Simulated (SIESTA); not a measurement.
Au:

```
Au
1.0
    -1.65727    1.65727    1.65727
     1.65727   -1.65727    1.65727
     1.65727    1.65727   -1.65727
Au
1
Cartesian
  0.0000 0.0000 0.0000
```

This isn't the form of Au at room conditions, which is fcc.

* Program: SIESTA 5.4.2
* Task: single point
* Functional: PBE
* Potentials or basis: PseudoDojo 0.4 standard (PBE files)
* Basis: DZP (energy shift 0.003 Ry; two zetas on semicore shells)
* Grid cutoff: 800 Ry
* Energy shift: 0.003 Ry
* k mesh: 11 × 11 × 11
* Occupations: fermi-dirac, width 0.05 eV
* Spin: no spin polarisation

On this cell: pressure 0.0 GPa; band gap on the k mesh none (metal or under the smearing width).

The same run follows on a disturbed copy (cell strained at random at fixed volume):

```
CELL_PARAMETERS angstrom
-1.66724 1.61085 1.66470
1.60373 -1.63568 1.62603
1.73643 1.70488 -1.68953
ATOMIC_POSITIONS crystal
Au 0.99012 0.98291 0.97870
```

Question: What does the disturbed cell give?

Answer: The energy (extrapolated to zero smearing) moves by +10.9 meV/atom; pressure 0.4 GPa; band gap on the k mesh none (metal or under the smearing width).

Stress tensor (GPa, compression positive):
```
 0.94 -2.92  2.67
-2.92  0.24  0.66
 2.67  0.66 -0.07
```

Caveats: short orbitals over semicore shells can move pressures by several GPa; the basis of atomic orbitals isn't converged, which shifts pressures, moduli and gaps.
